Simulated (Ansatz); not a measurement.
# Mg (fcc type): the cost of one run

Program: Ansatz 0.2.0. Level of theory: DFT, PBE, all-electron LAPW, scalar-relativistic. These are calculated values, not measurements.

This is Mg in the fcc structure; at room conditions it is hcp.

### Step 1. The starting structure

Symmetry: Fm-3m, No. 225, cubic system. The conventional cell has a = 3.803 Å, b = 3.803 Å, c = 3.803 Å, α = 90.00°, β = 90.00°, γ = 90.00°. Mg (site symmetry m-3m) is surrounded by 12 Mg at 2.69 Å.

As a file:

```
Mg
1.0
     0.00000    1.90154    1.90154
     1.90154    0.00000    1.90154
     1.90154    1.90154    0.00000
Mg
1
Direct
  0.00000 0.00000 0.00000
```

### Step 2. Fcc relaxed under pressure, LAPW

The input, input.yaml:

```yaml
crystal:
  lattice:
    - [0.0, 1.9015423035, 1.9015423035]
    - [1.9015423035, 0.0, 1.9015423035]
    - [1.9015423035, 1.9015423035, 0.0]
  atoms:
    - { symbol: Mg, position: [0.0, 0.0, 0.0] }
kpoints:
  mp_grid: { grid: [17, 17, 17] }
scf:
  occupations: { method: fermi_dirac, width: 0.1 }
hamiltonian:
  xc: pbe
  pseudopotentials: { kind: all_electron, lapw: { basis_error: 0.0005 } }
output:
  forces: true
  stress: true
  eigenvalues: true
relax:
  f_tol: 0.005
  max_steps: 12
  cell: { p_target: 50.0, stress_tol: 0.03 }
```

Launch:

```console
ansatz run input.yaml --threads 2 --pin off --max-ram 5120MiB --backend cpu --events-out ev --progress --plain --runs-dir out
```

What time and memory should one allow on 2 threads of Arm Neoverse V1, shared host?

About 6.4 s, with a peak of 0.27 GiB.
